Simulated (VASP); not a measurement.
Write the native input for VASP 6.6.1 that does the following.

```yaml
Task: single point
Functional: PBE
Potentials_or_basis: VASP PAW PBE potentials, release 64 (Ca_sv)
Cutoff: 520 eV
k_mesh: 8 × 8 × 8
Occupations: fermi-dirac, width 0.05 eV
Spin: no spin polarisation
Further_INCAR_settings: ALGO = Normal; EDIFF = 1e-07; NBANDS = 11
```

The structure of Ca lies in POSCAR:

```
Ca
1.0
    3.4389620000      0.0041850000     -0.0257830000
    0.0041850000      3.5312740000     -0.0624860000
   -0.0257830000     -0.0624860000      3.4976600000
Ca
1
Direct
    0.0071320000     -0.0148040000      0.0116610000
```

This isn't the form of Ca at room conditions, which is fcc.

The cell isn't the ideal one: cell strained at random at fixed volume.

One way to write it, as run:

INCAR

```
ALGO     = Normal         # electronic algorithm
EDIFF    = 1E-7           # SCF threshold, eV
ENCUT    = 520            # plane-wave cutoff, eV
GGA      = PE             # functional
ISIF     = 2              # what is computed and relaxed
ISMEAR   = -1             # smearing method
LASPH    = True           # aspherical terms in the spheres
LCHARG   = True           # write CHGCAR
LELF     = True           # ELF
LREAL    = False          # projectors in reciprocal space
LVHAR    = True         
LWAVE    = False          # write WAVECAR
NBANDS   = 11             # bands
NELM     = 80             # most SCF steps
PREC     = Accurate       # precision mode
SIGMA    = 0.05           # smearing width, eV
```

KPOINTS

```
k-points
0
Gamma
  8 8 8
```

Potentials or basis: VASP PAW PBE potentials, release 64 (Ca_sv).

Run with:

```bash
$ cat potpaw_PBE.64/Ca_sv/POTCAR > POTCAR
$ mpirun -np 1 vasp_std > vasp.out
```

It gave:

```json
{"Pressure": "0.4 GPa", "Band gap on the k mesh": "none (metal or under the smearing width)"}
```

Wall time 85 s on 1 thread of AMD EPYC 7R43 64-Core Processor (Zen 3), with other jobs on the host, peak memory 0.2 GiB.
